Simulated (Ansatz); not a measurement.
## Pb under changes of volume

One of the cells (30.323 Å³/atom); the others are scaled copies at fixed shape and fractional positions:

```
CELL_PARAMETERS angstrom
0.00000 2.47502 2.47502
2.47502 0.00000 2.47502
2.47502 2.47502 0.00000
ATOMIC_POSITIONS crystal
Pb 0.00000 0.00000 0.00000
```

- Program: Ansatz 0.2.0
- Functional: CAM-B3LYP
- Potentials or basis: Ansatz PAW
- Cutoff: 420 eV (not typed: the program's choice for these potentials)
- k mesh: 5 × 5 × 5
- Occupations: fermi-dirac, width 0.05 eV
- Spin: no spin polarisation

```csv
volume (Å³/atom),energy over the lowest point (meV/atom),pressure (GPa)
28.503,37.26,5.1
29.110,?,?
29.716,9.53,2.4
30.323,2.72,1.2
30.929,0.00,0.2
31.535,0.89,-0.7
32.142,5.06,-1.5
```

Problem. What does the run at 29.110 Å³/atom give?

Solution. Energy over the lowest point 20.85 meV/atom; pressure 3.6 GPa.

Worked out: A Birch-Murnaghan fit of order 3 (a polynomial in V^(-2/3)) to the other rows has its minimum at 31.07 Å³/atom with B0 = V·E''(V) = 48 GPa and B' = 4.6. It gives 20.85 meV/atom at 29.110 Å³/atom, against the run's 20.85, and -dE/dV = 3.6 GPa, against 3.6.

Energies are extrapolated to zero smearing.

Caveats: all runs use coarse meshes; the PAW data sets come from PBE, with cores solved anew for the run's functional, which leaves a small shift of forces and pressure; the thresholds are loose for stress.
